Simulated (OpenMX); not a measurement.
# MgO under changes of volume

One of the cells (9.221 Å³/atom); the others are scaled copies at fixed shape and fractional positions:

```xyz
2
Lattice="0.0000 2.0970 2.0970 2.0970 0.0000 2.0970 2.0970 2.0970 0.0000" Properties=species:S:1:pos:R:3 pbc="T T T"
Mg    0.0000    0.0000    0.0000
O     2.0970    2.0970    2.0970
```

The cell is a database's computed one.

- Program: OpenMX 3.8.5
- Functional: PBE
- Potentials or basis: OpenMX 2013 PBE set, Mg7.0-s3p2d1, O6.0-s2p2d1, fixed grid of 32 × 32 × 32 points
- k mesh: 11 × 11 × 11
- Occupations: fermi-dirac, width 0.05 eV
- Spin: no spin polarisation

```csv
volume (Å³/atom),energy over the lowest point (meV/atom),gap on the mesh (eV)
8.668,?,?
8.853,47.76,5.52
9.037,30.23,5.30
9.221,17.11,5.09
9.406,8.02,4.89
9.590,2.34,4.70
9.775,0.00,4.52
```

What does the run at 8.668 Å³/atom give?

Energy over the lowest point 69.81 meV/atom; gap on the mesh 5.74 eV.

Worked out: A Birch-Murnaghan fit of order 3 (a polynomial in V^(-2/3)) to the other rows has its minimum at 9.84 Å³/atom, just outside them, with B0 = V·E''(V) = 127 GPa and B' = 4.9. It gives 70.37 meV/atom at 8.668 Å³/atom, against the run's 69.81. A straight line through the other rows of the gap, of slope -10.1 eV per unit of ln V (its deformation potential), extrapolates to 5.72 eV, against the run's 5.74.

Energies are extrapolated to zero smearing.

Caveats: an odd mesh through Γ misses points on the zone boundary, where band edges often lie; the basis of atomic orbitals isn't converged, which shifts pressures, moduli and gaps.
